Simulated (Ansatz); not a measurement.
# Na under changes of volume

One of the cells (37.814 Å³/atom); the others are scaled copies at fixed shape and fractional positions:

```
Na
1.0
     3.76700    0.00000    0.00000
    -1.88350    3.26232    0.00000
     0.00000    0.00000    6.15400
Na
2
Direct
  0.66667 0.33333 0.75000
  0.33333 0.66667 0.25000
```

This isn't the form of Na at room conditions, which is bcc.

* Program: Ansatz 0.2.0
* Functional: PBE
* Potentials or basis: Ansatz PAW
* Cutoff: 420 eV (not typed: the program's choice for these potentials)
* k mesh: 8 × 8 × 5
* Occupations: fermi-dirac, width 0.05 eV
* Spin: no spin polarisation

```csv
volume (Å³/atom),energy over the lowest point (meV/atom),pressure (GPa)
35.545,1.58,0.4
36.301,0.38,0.2
37.057,0.00,0.0
37.814,0.37,-0.1
38.570,1.41,-0.3
39.326,3.07,-0.4
40.083,?,?
```

Question: What does the run at 40.083 Å³/atom give?

Answer: Energy over the lowest point 5.29 meV/atom; pressure -0.5 GPa.

Worked out: A Birch-Murnaghan fit of order 3 (a polynomial in V^(-2/3)) to the other rows has its minimum at 37.05 Å³/atom with B0 = V·E''(V) = 7.7 GPa and B' = 3.7 at fixed shape and positions, which overstates the stiffness. It gives 5.29 meV/atom at 40.083 Å³/atom, against the run's 5.29, and -dE/dV = -0.5 GPa, against -0.5.

Energies are extrapolated to zero smearing.
